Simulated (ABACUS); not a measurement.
NaH:

```
Na H
1.0
     0.00000    2.44000    2.44000
     2.44000    0.00000    2.44000
     2.44000    2.44000    0.00000
Na H
1 1
Direct
  0.00000 0.00000 0.00000
  0.50000 0.50000 0.50000
```

| Property | Result |
| --- | --- |
| Program | ABACUS 3.10.1 |
| Task | single point |
| Functional | PBE |
| Potentials or basis | PseudoDojo NC SR 0.4.1 PBE standard |
| Cutoff | 1361 eV |
| Density cutoff | 5442 eV |
| Basis | DZP LCAO (the cutoffs set its grid) |
| k mesh | 9 × 9 × 9 |
| Occupations | fermi-dirac, width 0.05 eV |
| Spin | no spin polarisation |

On this cell: pressure -0.7 GPa; largest force zero by symmetry; band gap on the k mesh 4.02 eV, indirect (least direct gap 4.75 eV).

The same run follows on a disturbed copy (atoms moved at random, drawn with an rms of 0.05 Å):

```xyz
2
Lattice="0.0000 2.4400 2.4400 2.4400 0.0000 2.4400 2.4400 2.4400 0.0000" Properties=species:S:1:pos:R:3 pbc="T T T"
Na    0.0180   -0.0161   -0.0274
H     2.4480    2.4532    2.4375
```

Q: What does the disturbed cell give?

A: The energy moves by +0.4 meV/atom; pressure -0.7 GPa; largest force 0.032 eV/Å; band gap on the k mesh 4.02 eV, indirect (least direct gap 4.75 eV).

Forces in eV/Å, atoms in the order of the input:
```
Na  -0.008  0.023  0.020
H    0.008 -0.023 -0.020
```

Caveats: the atomic orbitals were generated for these runs and aren't a published set; an odd mesh through Γ misses points on the zone boundary, where band edges often lie; the basis of atomic orbitals isn't converged, which shifts pressures, moduli and gaps.
